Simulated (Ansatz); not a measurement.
TaAs:

```xyz
4
Lattice="-1.7218 1.7218 5.8679 1.7218 -1.7218 5.8679 1.7218 1.7218 -5.8679" Properties=species:S:1:pos:R:3 pbc="T T T"
Ta    0.0000    0.0000    5.8676
Ta    1.7218    0.0000    2.9336
As    0.0000    0.0000    0.9698
As    0.0000    1.7218    3.9037
```

The cell is a database's computed one.

Base run:

```yaml
Program: Ansatz 0.2.0
Functional: LDA
Potentials_or_basis: Ansatz PAW
Cutoff: "420 eV (not typed: the program's choice for these potentials)"
k_mesh: 11 × 11 × 11
Occupations: fermi-dirac, width 0.05 eV
Spin: no spin polarisation
```

Its results: band gap on the k mesh none (metal or under the smearing width); pressure -7.5 GPa; largest force 0.017 eV/Å.

Q: The run is repeated on the same cell with these changes: hubbard terms from none to Ta d U = 4 eV; hubbard projectors from none to ortho-atomic (the default). What comes out?

A: Band gap on the k mesh none (metal or under the smearing width); pressure -5.4 GPa; largest force 0.006 eV/Å.

Caveats: spin-orbit coupling is left out, which moves the levels of the heavy elements; the PAW data sets come from PBE, with cores solved anew for the run's functional, which leaves a small shift of forces and pressure; U without spin polarisation on a metal has little footing (some runs); the U is typed as a test and isn't derived for this compound (some runs).
